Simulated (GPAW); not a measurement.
Crystal: TiC.

```xyz
2
Lattice="0.0000 2.1657 2.1657 2.1657 0.0000 2.1657 2.1657 2.1657 0.0000" Properties=species:S:1:pos:R:3 pbc="T T T"
Ti    0.0000    0.0000    0.0000
C     2.1657    2.1657    2.1657
```

The cell is a database's computed one.

```yaml
Program: GPAW 26.7.0
Task: relaxation of cell and atoms
Functional: PBEsol
Dispersion: D3(BJ)
Potentials_or_basis: PAW data sets generated in the run's folder for this functional
Cutoff: 800 eV
Basis: pw
k_mesh: 11 × 11 × 11
Occupations: fermi-dirac, width 0.05 eV
Spin: no spin polarisation
```

At the start: pressure -12.4 GPa; volume 10.16 Å³/atom.

Problem. Where does the relaxation end?

Solution. Over 4 steps the energy falls by 17.5 meV/atom and the volume is 9.68 Å³/atom (-4.7 %); space group Fm-3m (No. 225, to 0.05 Å).

Step by step:
```tsv
step	energy change (eV)	largest force (eV/Å)	pressure (GPa)	volume (Å³)
1	0.0000	0.0000	-12.38	20.32
2	-0.0208	0.0000	-8.32	19.98
3	-0.0349	0.0000	0.45	19.33
4	-0.0350	0.0000	-0.01	19.36
```

Final structure:
```xyz
2
Lattice="0.0000 2.1313 2.1313 2.1313 0.0000 2.1313 2.1313 2.1313 0.0000" Properties=species:S:1:pos:R:3 pbc="T T T"
Ti    0.0000    0.0000    0.0000
C     2.1313    2.1313    2.1313
```

Caveat: later steps reuse the first step's grids; pairwise dispersion overbinds metals, which lowers pressure and volume.
